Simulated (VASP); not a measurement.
The system is Ta2H.

```
Ta H
1.0
     1.72050   -2.37147    0.00000
     1.72050    2.37147    0.00000
     0.00000    0.00000    4.75857
Ta H
2 1
Direct
  0.00000 0.50000 0.26457
  0.50000 0.00000 0.73543
  0.00000 0.00000 0.00000
```

The cell comes from a database or a generator and needn't be the stable form of this composition.

| Item | Value |
| --- | --- |
| Program | VASP 6.6.1 |
| Task | relaxation of cell and atoms |
| Functional | PBEsol |
| Potentials or basis | VASP PAW PBE potentials, release 64 (Ta_pv, H) |
| Cutoff | 300 eV |
| k mesh | 16 × 16 × 10 |
| Occupations | gaussian, width 0.1 eV |
| Spin | no spin polarisation |

At the start: pressure -5.1 GPa; volume 12.94 Å³/atom.

Question: Where does the relaxation end?

Answer: Over 8 steps the energy falls by 6.6 meV/atom and the volume is 12.62 Å³/atom (-2.5 %); space group C222 (No. 21, to 0.05 Å).

Step by step:
```csv
step,energy change (eV),largest force (eV/Å),pressure (GPa),volume (Å³)
1,0.0000,0.0345,-5.14,38.83
2,0.0168,0.0933,8.70,36.54
3,-0.0168,0.0157,0.20,37.86
4,-0.0192,0.0117,0.08,37.86
5,-0.0198,0.0086,0.00,37.85
6,-0.0198,0.0091,0.00,37.85
7,-0.0198,0.0092,0.01,37.85
8,-0.0198,0.0009,-0.02,37.85
```

Final structure:
```
Ta H
1.0
     1.68503   -2.36241    0.00000
     1.68503    2.36241    0.00000
     0.00000    0.00000    4.75450
Ta H
2 1
Direct
  0.00000 0.50000 0.26440
  0.50000 0.00000 0.73560
  0.00000 0.00000 0.00000
```

Caveat: the cutoff is under 1.25 times the usual one of these potentials, so pressure, stress and relaxed cells hold a basis-set (Pulay) error; the PAW data sets were made with another functional, which shifts forces and pressure a little.
